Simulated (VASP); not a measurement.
Ir:

```
Ir
1.0
     1.58858    0.91717    3.80397
    -1.58858    0.91717    3.80397
     0.00000   -1.83434    3.80397
Ir
2
Direct
  0.05770 0.05770 0.05770
  0.94230 0.94230 0.94230
```

The cell was built by a generator and needn't be a form met in nature.

| Quantity | Value |
| --- | --- |
| Program | VASP 6.6.1 |
| Task | relaxation of cell and atoms |
| Functional | PBE |
| Potentials or basis | VASP PAW PBE potentials, release 64 (Ir) |
| Cutoff | 600 eV |
| k mesh | 6 × 6 × 6 |
| Occupations | gaussian, width 0.1 eV |
| Spin | no spin polarisation |

At the start: pressure 292.0 GPa; volume 16.63 Å³/atom.

Where does the relaxation end?

Over 41 steps the energy falls by 20125.7 meV/atom and the volume is 15.18 Å³/atom (-8.7 %); space group R-3m (No. 166, to 0.05 Å).

Step by step:
```tsv
step	energy change (eV)	largest force (eV/Å)	pressure (GPa)	volume (Å³)
1	0.0000	140.8622	291.96	33.25
3	31.0413	0.7188	-55.35	142.15
5	-29.5041	1.5401	-46.94	79.94
7	-29.9734	0.3357	-41.51	79.03
9	-35.2167	2.5021	-30.03	68.33
11	-35.5500	1.3746	-26.67	67.25
13	-35.6692	0.3286	-22.56	66.42
15	-37.4310	1.0644	-20.71	56.54
17	-38.5679	2.4799	16.48	43.15
19	-38.6839	2.0076	2.78	45.63
21	-38.7596	0.4798	-0.77	45.59
23	-38.8648	0.0029	-6.43	44.17
25	-38.9258	0.5862	2.94	40.83
27	-38.9918	0.1704	2.51	38.41
29	-39.8720	0.7111	35.59	27.90
31	-39.8729	1.0254	31.24	28.25
33	-40.1594	0.8198	-3.47	30.79
35	-40.2356	0.5512	2.94	30.07
37	-40.2496	0.1876	0.13	30.33
39	-40.2514	0.0129	0.39	30.32
41	-40.2515	0.0093	-0.09	30.37
```

Final structure:
```xyz
2
Lattice="1.3569 0.7834 4.7611 -1.3569 0.7834 4.7611 0.0000 -1.5668 4.7611" Properties=species:S:1:pos:R:3 pbc="T T T"
Ir    0.0000    0.0000    8.4161
Ir    0.0000    0.0000    5.8673
```

Caveat: the k mesh is coarse (spacing up to 0.39 Å⁻¹), so the values aren't converged.
